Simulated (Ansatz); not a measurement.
# TaSi2 (P6_422): electronic heat capacity and spin susceptibility from the density of states

All numbers below come from DFT r2SCAN, scalar-relativistic, plane waves, PAW (Ansatz).

Settings: cutoff 500 eV, Γ-centred mesh 12×12×6 on the computed 9-atom cell, Gaussian smearing of 0.10 eV; no spin polarisation.

Relaxed cell: P6_422, a = 4.780 Å, b = 4.780 Å, c = 6.555 Å, α = 90.00°, β = 90.00°, γ = 120.00°, 9 atoms in the primitive cell. Whether it is the stable form of this composition wasn't checked.

The density of states at the Fermi level is 2.884 states/eV in the cell of 9 atoms (3 formula units; both spins, tetrahedra on a 18×18×9 mesh).

Q: What Sommerfeld coefficient and Pauli susceptibility does this give?

A: Per formula unit N(E_F) = 0.961 states/eV. γ = (π²/3) k_B² N(E_F) N_A = 2.357 mJ/(mol K²) per state/eV, so γ = 2.3 mJ/(mol K²), a mole of formula units. χ_P = μ_B² N(E_F) N_A = 3.23×10⁻⁵ emu/mol per state/eV gives 3.1×10⁻⁵ emu/mol. This is the bare band result: a measured γ of the same phase is as a rule larger by a factor 1 + λ from phonons and spin fluctuations, the spin part of χ is larger by the Stoner factor, and a measured χ also holds orbital and core terms. N(E_F) at one energy is sensitive to the mesh where the density of states has sharp peaks.

Spin-orbit coupling is left out, which matters for the bands of heavy elements.

Cost: 1 run of about 2.9 core-minutes, on AMD EPYC 9R45 (Zen 5) (shared hosts).